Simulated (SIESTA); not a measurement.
## Cr under changes of volume

One of the cells (13.784 Å³/atom); the others are scaled copies at fixed shape and fractional positions:

```
CELL_PARAMETERS angstrom
2.69578 0.00000 0.00000
-1.34789 2.33462 0.00000
0.00000 0.00000 4.38040
ATOMIC_POSITIONS crystal
Cr 0.66667 0.33333 0.75000
Cr 0.33333 0.66667 0.25000
```

This isn't the form of Cr at room conditions, which is bcc.

```yaml
Program: SIESTA 5.4.2
Functional: PBE
Potentials_or_basis: PseudoDojo 0.4 standard (PBE files)
Basis: DZP (energy shift 0.002 Ry)
Grid_cutoff: 800 Ry
Energy_shift: 0.002 Ry
k_mesh: 11 × 11 × 6
Occupations: fermi-dirac, width 0.05 eV
Spin: collinear spin, ferromagnetic start
Starting_moments: "[3.0, 3.0] μB"
```

```tsv
volume (Å³/atom)	energy over the lowest point (meV/atom)	pressure (GPa)	moment (μB per cell)
13.222	0.00	-20.3	1.60
13.503	37.89	-22.9	1.76
13.784	79.98	-24.7	1.98
14.347	170.03	-26.7	2.67
14.628	?	?	?
```

Task: What does the run at 14.628 Å³/atom give?

Result: Energy over the lowest point 217.19 meV/atom; pressure -27.5 GPa; moment 2.88 μB per cell.

Worked out: A Birch-Murnaghan fit of order 2 (a polynomial in V^(-2/3)) to the other rows has no minimum within the range. It gives 218.36 meV/atom at 14.628 Å³/atom, against the run's 217.19, and -dE/dV = -28.0 GPa, against -27.5. A parabola through the other rows of the moment, of slope 1.76 μB per Å³/atom there, extrapolates to 3.13 μB, against the run's 2.88.

Energies are extrapolated to zero smearing.

Caveats: semicore shells carry a single zeta, which can move pressures by several GPa and volumes by a few percent; the basis of atomic orbitals isn't converged, which shifts pressures, moduli and gaps.
